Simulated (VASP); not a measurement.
# Silicon: how numerical settings change the zone-centre modes, part 2 of 2

Aim: test the modes of Silicon against the numerical settings. The starting structure is a measured crystal structure from the Crystallography Open Database.

VASP 6.6.1.

Results so far: reference T2g 512.9 cm⁻¹.

### 3. Modes with a 6×6×6 mesh

Level of this step: LDA; plane waves and PAW (Si) (VASP).

Against step 2 the input has a 6×6×6 mesh.

File INCAR:

```
SYSTEM = Si
PREC = Accurate
ENCUT = 450
EDIFF = 1E-08
NELM = 100
ISMEAR = 0
SIGMA = 0.03
LREAL = .FALSE.
ALGO = Normal
GGA = CA
NBANDS = 10
LORBIT = 11
LWAVE = .FALSE.
LCHARG = .FALSE.
KPAR = 8
IBRION = 8
LEPSILON = .TRUE.
LPEAD = .TRUE.
ISIF = 2
```

File POSCAR:

```
Si
1.0
    0.0000000000      2.7014214891      2.7014214891
    2.7014214891      0.0000000000      2.7014214891
    2.7014214891      2.7014214891      0.0000000000
Si
2
Direct
    0.7500000000      0.7500000000      0.7500000000
    0.5000000000      0.5000000000      0.5000000000
```

File KPOINTS:

```
Automatic mesh
0
Gamma
6 6 6
0 0 0
```

PAW data sets: Si (LDA family, release 64).

Started as:

```bash
mpirun -np 8 vasp_std
```

The log of the run:

```text
[banner, memory and clock lines left out]
running    8 mpi-ranks, on    1 nodes
[...]
[... a notice as in an earlier step ...]

 LDA part: xc-table for (Slater(with rela. corr.)+CA(PZ))
 , standard interpolation
 POSCAR, INCAR and KPOINTS ok, starting setup
[...]
entering main loop
       N       E                     dE             d eps       ncg     rms          rms(c)
DAV:   1     0.618663932767E+01    0.61866E+01   -0.31219E+03   320   0.576E+02
DAV:   2    -0.116450871679E+02   -0.17832E+02   -0.17102E+02   478   0.834E+01
DAV:   3    -0.121670191937E+02   -0.52193E+00   -0.52085E+00   402   0.134E+01
DAV:   4    -0.121710432569E+02   -0.40241E-02   -0.40237E-02   414   0.145E+00
[...]
DAV:  10    -0.118936745976E+02   -0.49510E-05   -0.13813E-05   392   0.235E-02    0.280E-02
DAV:  11    -0.118936745279E+02    0.69697E-07   -0.66398E-07   380   0.480E-03    0.225E-03
DAV:  12    -0.118936745297E+02   -0.18582E-08   -0.11402E-08   330   0.729E-04
   1 F= -.11893675E+02 E0= -.11893675E+02  d E =-.285548E-22
[...]
RMM:  10    -0.133762153390E+01   -0.99577E-06   -0.25894E-11   841   0.433E-05    0.653E-06
 change of polarisation eV/A/(eV/A) component  3 :     0.244     0.668     2.514
 dielectric tensor                  component  3 :     1.121     3.066    12.537
 Linear response DOF=           1
 Linear response progress:
  Degree of freedom:   1/  1
       N       E                     dE             d eps       ncg     rms          rms(c)
RMM:   1    -0.198228918407E-01   -0.19823E-01    0.89885E-03  2039   0.871E-01
RMM:   2    -0.175185434931E-01    0.23043E-02    0.14653E-04  1422   0.175E-01    0.978E-02
RMM:   3    -0.175813737638E-01   -0.62830E-04    0.18003E-04  1510   0.351E-02    0.563E-02
RMM:   4    -0.177427405723E-01   -0.16137E-03    0.70480E-05  1478   0.318E-02    0.638E-03
[...]
RMM:   8    -0.177290037215E-01   -0.20883E-06    0.72508E-08  1594   0.572E-05    0.257E-05
RMM:   9    -0.177289936330E-01    0.10088E-07   -0.10008E-07  1599   0.184E-05    0.506E-06
RMM:  10    -0.177289872166E-01    0.64164E-08    0.41818E-08  1624   0.534E-06    0.404E-06
 first order change of Fermi-energy   0.13344E-03
 force on displaced ion       1 direction 1 : -13.681  -0.000  -0.000
 Born effective charge ion    1 direction 1 :   0.004   0.000   0.000
 Born effective charges drift removed
 Linear response finished
```

The job ended after 17 s (8 MPI ranks of Intel Xeon 6975P-C (Granite Rapids), shared host; peak memory 1.7 GiB; 99 s of CPU time).

OUTCAR, selected parts (step 3):

```text
  Total        0.0188418      0.0188418      0.0188418      0.0000000      0.0000000      0.0000000
  in kB        0.7656404      0.7656404      0.7656404      0.0000000      0.0000000      0.0000000
  external PRESSURE =       0.7656404 kB  Pullay stress =       0.0000000 kB

 MACROSCOPIC STATIC DIELECTRIC TENSOR (including local field effects in DFT)
 ------------------------------------------------------
          12.528835     0.000000     0.000000
           0.000000    12.528835    -0.000000
           0.000000     0.000000    12.528835
 ------------------------------------------------------

[... 3 parts as in an earlier step ...]

[... 1 further part left out ...]
```

With a 6×6×6 mesh the mode is T2g 514.7 cm⁻¹, +1.8 cm⁻¹ from the reference.

### 4. Modes with a cutoff of 250 eV

Against step 2 the input has ENCUT = 250.

Edit INCAR of step 3 so:

```diff
@@ -2,3 +2,3 @@
 PREC = Accurate
-ENCUT = 450
+ENCUT = 250
 EDIFF = 1E-08
```

POSCAR is that of step 3.

File KPOINTS:

```
Automatic mesh
0
Gamma
10 10 10
0 0 0
```

Started as:

```bash
mpirun -np 8 vasp_std
```

The log of the run:

```text
[... set-up lines as in an earlier step ...]
 entering main loop
       N       E                     dE             d eps       ncg     rms          rms(c)
DAV:   1     0.149209855991E-02    0.14921E-02   -0.21947E+03   956   0.359E+02
DAV:   2    -0.118998600743E+02   -0.11901E+02   -0.11406E+02  1364   0.646E+01
DAV:   3    -0.121627039793E+02   -0.26284E+00   -0.26249E+00  1162   0.893E+00
DAV:   4    -0.121642132466E+02   -0.15093E-02   -0.15092E-02  1176   0.850E-01
[...]
DAV:  10    -0.118938933054E+02   -0.55077E-05   -0.11338E-05  1094   0.206E-02    0.288E-02
DAV:  11    -0.118938932007E+02    0.10468E-06   -0.61658E-07  1142   0.437E-03    0.274E-03
DAV:  12    -0.118938931924E+02    0.83284E-08   -0.10728E-08   932   0.644E-04
   1 F= -.11893893E+02 E0= -.11893893E+02  d E =-.582674E-21
 Linear response reoptimize wavefunctions to high precision
DAV:   1    -0.118938931864E+02    0.60572E-08   -0.30088E-09  1096   0.414E-04
DAV:   2    -0.118938931864E+02   -0.96634E-11   -0.13238E-11   562   0.251E-05
 Linear response to external field (no local field effect), progress :
[...]
RMM:  11    -0.139575639158E+01   -0.60816E-08   -0.28034E-09  2346   0.375E-05    0.201E-06
 change of polarisation eV/A/(eV/A) component  3 :     0.197     0.879     2.636
 dielectric tensor                  component  3 :     0.904     4.032    13.096
 Linear response DOF=           1
 Linear response progress:
  Degree of freedom:   1/  1
       N       E                     dE             d eps       ncg     rms          rms(c)
RMM:   1    -0.196918664435E-01   -0.19692E-01    0.97495E-03  7972   0.850E-01
RMM:   2    -0.174072434826E-01    0.22846E-02   -0.47685E-04  5308   0.166E-01    0.101E-01
RMM:   3    -0.174169788947E-01   -0.97354E-05    0.70077E-05  5566   0.323E-02    0.579E-02
RMM:   4    -0.175645213552E-01   -0.14754E-03    0.17748E-05  5500   0.317E-02    0.641E-03
[...]
RMM:   9    -0.175466651100E-01    0.15576E-07   -0.52939E-08  5953   0.189E-05    0.479E-06
RMM:  10    -0.175466531899E-01    0.11920E-07    0.33042E-08  6061   0.665E-06    0.513E-06
RMM:  11    -0.175466511956E-01    0.19944E-08    0.93674E-09  5286   0.346E-06    0.329E-07
 first order change of Fermi-energy   0.11522E-03
 force on displaced ion       1 direction 1 : -13.637   0.000   0.000
 Born effective charge ion    1 direction 1 :  -0.001   0.000   0.000
 Born effective charges drift removed
 Linear response finished
```

Run time: 14 s. Hardware: 8 MPI ranks; peak memory 1.6 GiB.

OUTCAR, selected parts (step 4):

```text
  Total       -0.0489927     -0.0489927     -0.0489927      0.0000000      0.0000000      0.0000000
  in kB       -1.9908322     -1.9908322     -1.9908322      0.0000000      0.0000000      0.0000000
  external PRESSURE =      -1.9908322 kB  Pullay stress =       0.0000000 kB

 POSITION                                       TOTAL-FORCE (eV/Angst)
 -----------------------------------------------------------------------------------
      4.05213      4.05213      4.05213         0.000000      0.000000      0.000000
      2.70142      2.70142      2.70142        -0.000000     -0.000000     -0.000000
 -----------------------------------------------------------------------------------
    total drift:                                0.000000      0.000000      0.000000

 MACROSCOPIC STATIC DIELECTRIC TENSOR (including local field effects in DFT)
 ------------------------------------------------------
          13.093499    -0.000000     0.000000
           0.000000    13.093499     0.000000
           0.000000     0.000000    13.093499
 ------------------------------------------------------

 MACROSCOPIC STATIC DIELECTRIC TENSOR IONIC CONTRIBUTION
 ------------------------------------------------------
           0.000000    -0.000000     0.000000
          -0.000000     0.000000     0.000000
           0.000000     0.000000     0.000000
 ------------------------------------------------------

[... 1 part as in an earlier step ...]

[... 1 further part left out ...]
```

With a cutoff of 250 eV the mode is T2g 513.9 cm⁻¹, +1.0 cm⁻¹ from the reference.

### 5. Modes with a 14×14×14 mesh

Against step 2 the input has a 14×14×14 mesh.

Edit INCAR of step 4 so:

```diff
@@ -2,3 +2,3 @@
 PREC = Accurate
-ENCUT = 250
+ENCUT = 450
 EDIFF = 1E-08
```

POSCAR is that of step 4.

File KPOINTS:

```
Automatic mesh
0
Gamma
14 14 14
0 0 0
```

Started as:

```bash
mpirun -np 8 vasp_std
```

The log of the run:

```text
[... set-up lines as in an earlier step ...]
 entering main loop
       N       E                     dE             d eps       ncg     rms          rms(c)
DAV:   1     0.605683831932E+01    0.60568E+01   -0.31350E+03  2080   0.579E+02
DAV:   2    -0.117603122080E+02   -0.17817E+02   -0.17147E+02  3042   0.857E+01
DAV:   3    -0.121875518409E+02   -0.42724E+00   -0.42651E+00  2606   0.123E+01
DAV:   4    -0.121908775642E+02   -0.33257E-02   -0.33252E-02  2616   0.138E+00
[...]
DAV:  10    -0.119198131461E+02   -0.50533E-05   -0.14047E-05  2416   0.237E-02    0.309E-02
DAV:  11    -0.119198130747E+02    0.71457E-07   -0.73777E-07  2544   0.507E-03    0.237E-03
DAV:  12    -0.119198130764E+02   -0.17930E-08   -0.12048E-08  2216   0.741E-04
   1 F= -.11919813E+02 E0= -.11919813E+02  d E =-.865533E-14
 Linear response reoptimize wavefunctions to high precision
DAV:   1    -0.119198130865E+02   -0.10009E-07   -0.45150E-09  2510   0.479E-04
DAV:   2    -0.119198130865E+02    0.79581E-12   -0.40388E-11  1310   0.471E-05
 Linear response to external field (no local field effect), progress :
[...]
RMM:  10    -0.141526578048E+01   -0.10396E-05   -0.11383E-09  7510   0.507E-05    0.639E-06
 change of polarisation eV/A/(eV/A) component  3 :     0.229     0.894     2.669
 dielectric tensor                  component  3 :     1.050     4.102    13.250
 Linear response DOF=           1
 Linear response progress:
  Degree of freedom:   1/  1
       N       E                     dE             d eps       ncg     rms          rms(c)
RMM:   1    -0.198123005009E-01   -0.19812E-01    0.95074E-03 19417   0.873E-01
RMM:   2    -0.175650133423E-01    0.22473E-02   -0.42537E-04 13271   0.175E-01    0.974E-02
RMM:   3    -0.175854140802E-01   -0.20401E-04    0.30295E-05 13924   0.349E-02    0.561E-02
RMM:   4    -0.177370720918E-01   -0.15166E-03   -0.17533E-06 13827   0.318E-02    0.626E-03
[...]
RMM:   8    -0.177159924143E-01   -0.20598E-06    0.12328E-08 14931   0.607E-05    0.247E-05
RMM:   9    -0.177159685290E-01    0.23885E-07   -0.46264E-08 15169   0.240E-05    0.484E-06
RMM:  10    -0.177159724251E-01   -0.38961E-08    0.60035E-09 15295   0.119E-05    0.371E-06
 first order change of Fermi-energy  -0.53619E-01
 force on displaced ion       1 direction 1 : -13.580  -0.000  -0.000
 Born effective charge ion    1 direction 1 :  -0.003   0.000   0.000
 Born effective charges drift removed
 Linear response finished
```

Wall time 72 s (8 MPI ranks); peak memory 4.4 GiB; 7.4 min of CPU time.

Parts of OUTCAR (step 5):

```text
  Total       -0.0000761     -0.0000761     -0.0000761     -0.0000000      0.0000000     -0.0000000
  in kB       -0.0030911     -0.0030911     -0.0030911     -0.0000000      0.0000000     -0.0000000
  external PRESSURE =      -0.0030911 kB  Pullay stress =       0.0000000 kB

 POSITION                                       TOTAL-FORCE (eV/Angst)
 -----------------------------------------------------------------------------------
      4.05213      4.05213      4.05213        -0.000000     -0.000000      0.000000
      2.70142      2.70142      2.70142         0.000000      0.000000     -0.000000
 -----------------------------------------------------------------------------------
    total drift:                                0.000000      0.000000     -0.000000

 MACROSCOPIC STATIC DIELECTRIC TENSOR (including local field effects in DFT)
 ------------------------------------------------------
          13.250866    -0.000000     0.000000
          -0.000000    13.250866     0.000000
          -0.000000    -0.000000    13.250866
 ------------------------------------------------------

 MACROSCOPIC STATIC DIELECTRIC TENSOR IONIC CONTRIBUTION
 ------------------------------------------------------
           0.000000     0.000000     0.000000
           0.000000     0.000000    -0.000000
           0.000000    -0.000000     0.000000
 ------------------------------------------------------

[... 1 part as in an earlier step ...]

[... 1 further part left out ...]
```

With a 14×14×14 mesh the mode is T2g 512.8 cm⁻¹, -0.1 cm⁻¹ from the reference.

### 6. Modes with finite displacements

Against step 2 the input has IBRION = 6, NFREE = 2, POTIM = 0.015, no LEPSILON and no LPEAD (also changed: NSW).

Edit INCAR of step 5 so:

```diff
@@ -15,5 +15,6 @@
 KPAR = 8
-IBRION = 8
-LEPSILON = .TRUE.
-LPEAD = .TRUE.
+IBRION = 6
+NFREE = 2
+POTIM = 0.015
+NSW = 1
 ISIF = 2
```

POSCAR is that of step 5.

File KPOINTS:

```
Automatic mesh
0
Gamma
10 10 10
0 0 0
```

Started as:

```bash
mpirun -np 8 vasp_std
```

The log of the run:

```text
[... set-up lines as in an earlier step ...]
 entering main loop
       N       E                     dE             d eps       ncg     rms          rms(c)
[... 12 cycles as in an earlier step ...]
   1 F= -.11919013E+02 E0= -.11919013E+02  d E =-.141092E-21
 Found     1 degrees of freedom:
 Finite differences POTIM= 0.01500 DOF=   1
[...]
N       E                     dE             d eps       ncg     rms          rms(c)
DAV:   1    -0.119172709367E+02    0.17425E-02   -0.51493E-02  3438   0.124E+00    0.766E-02
DAV:   2    -0.119175111523E+02   -0.24022E-03   -0.27054E-03  4142   0.359E-01    0.392E-02
DAV:   3    -0.119174880106E+02    0.23142E-04   -0.41179E-05  3998   0.431E-02    0.115E-02
DAV:   4    -0.119174860186E+02    0.19920E-05   -0.85704E-06  4122   0.165E-02    0.257E-03
DAV:   5    -0.119174856995E+02    0.31911E-06   -0.13079E-06  3906   0.679E-03    0.126E-03
DAV:   6    -0.119174857023E+02   -0.28213E-08   -0.14676E-07  3908   0.232E-03    0.245E-04
DAV:   7    -0.119174857000E+02    0.23325E-08   -0.15128E-08  2600   0.684E-04
   2 F= -.11917486E+02 E0= -.11917486E+02  d E =-.262318E-11
 Finite differences progress:
  Degree of freedom:   1/  1
  Displacement:        1/  2
  Total:               1/  2
[...]
N       E                     dE             d eps       ncg     rms          rms(c)
DAV:   1    -0.119170793814E+02    0.40632E-03   -0.12972E-01  3430   0.188E+00    0.150E-01
DAV:   2    -0.119175824083E+02   -0.50303E-03   -0.63594E-03  4156   0.537E-01    0.785E-02
DAV:   3    -0.119174889984E+02    0.93410E-04   -0.17444E-04  3944   0.793E-02    0.124E-02
DAV:   4    -0.119174868740E+02    0.21244E-05   -0.22256E-05  4098   0.289E-02    0.497E-03
DAV:   5    -0.119174857518E+02    0.11222E-05   -0.26354E-06  4124   0.899E-03    0.148E-03
DAV:   6    -0.119174857122E+02    0.39554E-07   -0.60430E-07  3988   0.439E-03    0.629E-04
DAV:   7    -0.119174857002E+02    0.12011E-07   -0.48417E-08  3838   0.123E-03    0.254E-04
DAV:   8    -0.119174857003E+02   -0.13335E-09   -0.46158E-09  1944   0.435E-04
   3 F= -.11917486E+02 E0= -.11917486E+02  d E =-.260648E-11
 Finite differences progress:
  Degree of freedom:   1/  1
  Displacement:        2/  2
  Total:               2/  2
```

Run time: 12 s. Hardware: 8 MPI ranks; peak memory 1.6 GiB; 71 s of CPU time.

From OUTCAR (step 6):

```text
  Total       -0.0007332      0.0030591      0.0030591      0.0000000      0.1492648      0.0000000
  in kB       -0.0297944      0.1243079      0.1243079      0.0000000      6.0654190      0.0000000
  external PRESSURE =       0.0729405 kB  Pullay stress =       0.0000000 kB

 POSITION                                       TOTAL-FORCE (eV/Angst)
 -----------------------------------------------------------------------------------
      4.03713      4.05213      4.05213         0.203664      0.000000      0.000000
      2.70142      2.70142      2.70142        -0.203664      0.000000      0.000000
 -----------------------------------------------------------------------------------
    total drift:                                0.000007      0.000000      0.000000

  FREE ENERGIE OF THE ION-ELECTRON SYSTEM (eV)
  ---------------------------------------------------
  free  energy   TOTEN  =       -11.9174857003 eV

  energy  without entropy=      -11.9174857003  energy(sigma->0) =      -11.91748570

[... 2 parts as in an earlier step ...]

[... 1 further part left out ...]
[key lines of the parts left out:]
E-fermi :   6.1198
```

The last energy, forces and stress in OUTCAR belong to the last displaced cell, not to that of POSCAR.

With finite displacements the mode is T2g 512.8 cm⁻¹, -0.1 cm⁻¹ from the reference.

### 7. All runs side by side

```csv
run,T2g,method,core minutes
reference,512.9,perturbation theory,4.4
a 6×6×6 mesh,514.7,perturbation theory,2.24
a cutoff of 250 eV,513.9,perturbation theory,1.81
a 14×14×14 mesh,512.8,perturbation theory,9.61
finite displacements,512.8,finite displacements,1.55
```

Modes are in cm⁻¹, degenerate ones as one, matched between runs by symmetry and order. A number in brackets counts the listed modes of one symmetry from the lowest. The symmetry labels come from an automatic analysis and can be wrong where levels nearly coincide. Core minutes are wall time times ranks of the run shown, on a shared host.

### 8. Summary of results

```yaml
t2g_reference: 512.9 cm⁻¹
t2g_a_6x6x6_mesh: 514.7 cm⁻¹
t2g_a_cutoff_of_250_ev: 513.9 cm⁻¹
t2g_a_14x14x14_mesh: 512.8 cm⁻¹
t2g_finite_displacements: 512.8 cm⁻¹
```

What this shows: The largest change comes with a 6×6×6 mesh: +1.8 cm⁻¹ in T2g. On finer settings the modes change by up to -0.1 cm⁻¹ in T2g with a 14×14×14 mesh. Other changes move the modes by more: +1.8 cm⁻¹ in T2g with a 6×6×6 mesh and +1.0 cm⁻¹ in T2g with a cutoff of 250 eV. The dielectric constants and Born charges in the logs aren't compared here; at a small gap they can be far off, and in a run without a gap they mean nothing. Further runs on this material are not shown.

[Lines on the potential files, build, host, timing and source positions are cut from VASP's logs without a mark.]

[Logs are printed without paths, hosts, clocks, repeated set-up lines and the standing remarks that a program may print on its own settings, such as how far it seeks lower states.]

[Hosts, paths, dates, database ids (printed as entryN), source tags and the programs' standing remarks are cut or masked in the printed files.]
